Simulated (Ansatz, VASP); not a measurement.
# Two plane-wave programs on Pb

File INCAR:

```
ALGO = Normal ; EDIFF = 1E-6
ENCUT = 520 ; ISIF = 2
ISMEAR = 1 ; LASPH = True
LCHARG = False ; LREAL = False
LWAVE = False ; NBANDS = 13
NELM = 60 ; PREC = Accurate
SIGMA = 0.2
```

Contents of KPOINTS:

```
k-points
0
Gamma
  11 11 11
```

The input POSCAR:

```
Pb
1.0
    0.0000000000      2.4375492138      2.4375492138
    2.4375492138      0.0000000000      2.4375492138
    2.4375492138      2.4375492138      0.0000000000
Pb
1
Direct
    0.0000000000      0.0000000000      0.0000000000
```

Input for Ansatz:

```yaml
crystal:
  lattice:
    - [0.0, 2.4375492138, 2.4375492138]
    - [2.4375492138, 0.0, 2.4375492138]
    - [2.4375492138, 2.4375492138, 0.0]
  atoms:
    - { symbol: Pb, position: [0.0, 0.0, 0.0] }
hamiltonian:
  xc: lda
  pseudopotentials:
    kind: paw
    azcp:
      Pb: "pseudopotentials/Pb.paw.azcp"
basis:
  ecutwfc: 420
  fft_grid_basis: typed
kpoints:
  mp_grid: { grid: [11, 11, 11], shift: [0, 0, 0] }
magnetization:
  spin_polarized: false
scf:
  occupations: { method: methfessel_paxton, width: 0.2 }
  lower_state_search: "off"
output:
  stress: true
```

Alike in both runs: task single point; functional LDA; k mesh 11 × 11 × 11; occupations methfessel-paxton of order 1, width 0.2 eV; no spin polarisation.

|  | VASP | Ansatz |
| --- | --- | --- |
| version | VASP 6.6.1 | Ansatz 0.2.0 |
| potentials or method | VASP PAW LDA potentials, release 64 (Pb_d) | plane waves (420 eV) with PAW, scalar-relativistic |
| plane-wave cutoff (eV) | 520 | 420 |
| valence electrons in the cell | 14 | 14 |

```tsv
	VASP	Ansatz	Ansatz less VASP
pressure (GPa)	0.0	0.0	-0.04
```

Ansatz warned: «pseudo_functional_mismatch».

Spin-orbit coupling is left out, which matters for the levels of Pb.
